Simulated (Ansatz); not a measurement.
## KCl (Sylvite) in Ansatz: the effect of functional

KCl (Sylvite):

```xyz
2
Lattice="0.0000 3.1039 3.1039 3.1039 0.0000 3.1039 3.1039 3.1039 0.0000" Properties=species:S:1:pos:R:3 pbc="T T T"
K     0.0000    0.0000    0.0000
Cl    3.1039    3.1039    3.1039
```

The cell isn't the ideal one: volume scaled by 0.96.

Alike in all runs:

| Property | Result |
| --- | --- |
| Program | Ansatz 0.2.0 |
| Task | single point |
| Potentials or basis | Ansatz PAW |
| k mesh | 7 × 7 × 7 |
| Occupations | fermi-dirac, width 0.05 eV |
| Spin | no spin polarisation |

| functional | cutoff | gap on the mesh (eV) | pressure (GPa) |
| --- | --- | --- | --- |
| LDA | 420 eV (not typed: the program's choice for these potentials) | 4.88 | -1.3 |
| PBEsol | 420 eV (not typed: the program's choice for these potentials) | ? | ? |
| r2SCAN | 500 eV (not typed: the program's choice for these potentials) | 5.97 | 0.9 |

**Question.** What does the run with functional PBEsol give?

**Answer.** gap on the mesh 5.16 eV; pressure 0.3 GPa.

Caveats: odd divisions of the mesh miss points on the zone boundary, where band edges often lie, so the gap on the mesh can be too wide; the PAW data sets come from PBE, with cores solved anew for the run's functional, which leaves a small shift of forces and pressure.

A k mesh can miss the band edges.
